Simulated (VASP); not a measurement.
Runs of VASP 6.6.1 on Ag. The structure is cubic, space group Fm-3m (No. 225). Conventional cell: a = 4.085 Å, b = 4.085 Å, c = 4.085 Å, α = 90.00°, β = 90.00°, γ = 90.00°. Ag (site symmetry m-3m) is surrounded by 12 Ag at 2.89 Å. 

```csv
task,level,cell,cutoff (eV),smearing,gap on the mesh (eV),pressure (GPa),relaxed volume (Å³/atom)
relaxation of cell and atoms,PBEsol+D3(BJ),relaxed,600,fermi-dirac 0.05 eV,none,0.0,15.86
relaxation of cell and atoms,PBEsol+D3,relaxed,600,fermi-dirac 0.05 eV,none,0.0,15.99
relaxation of cell and atoms,PBE+D4,relaxed,600,fermi-dirac 0.05 eV,none,0.0,16.93
single point,PBE,as given,520,gaussian 0.026 eV,none,(a),-
relaxation of cell and atoms,PBE+TS,relaxed,600,fermi-dirac 0.05 eV,none,0.0,16.77
relaxation of cell and atoms,PBE+D3,relaxed,600,fermi-dirac 0.05 eV,none,0.1,(b)
relaxation of cell and atoms,PBE+rVV10,relaxed,600,fermi-dirac 0.05 eV,none,0.0,17.33
relaxation of cell and atoms,PBE+D3(BJ),relaxed,600,fermi-dirac 0.05 eV,none,0.1,(c)
```

Alike in all rows: potentials or basis VASP PAW PBE potentials, release 64 (Ag); no spin polarisation; k mesh 11 × 11 × 11.

Problem. Estimate the missing entries.

Solution. (a) 4.1; (b) 16.82; (c) 16.81.

Caveats: pairwise dispersion overbinds metals, which lowers pressure and volume (some runs); the PAW data sets were made with another functional, which shifts forces and pressure a little (some runs); atom-pairwise D2, TS and ULG terms overbind metals (some runs).

A k mesh can miss the band edges, and the runs leave out spin-orbit coupling on Ag.

A gap of «none» marks a metal or a gap under the smearing width.
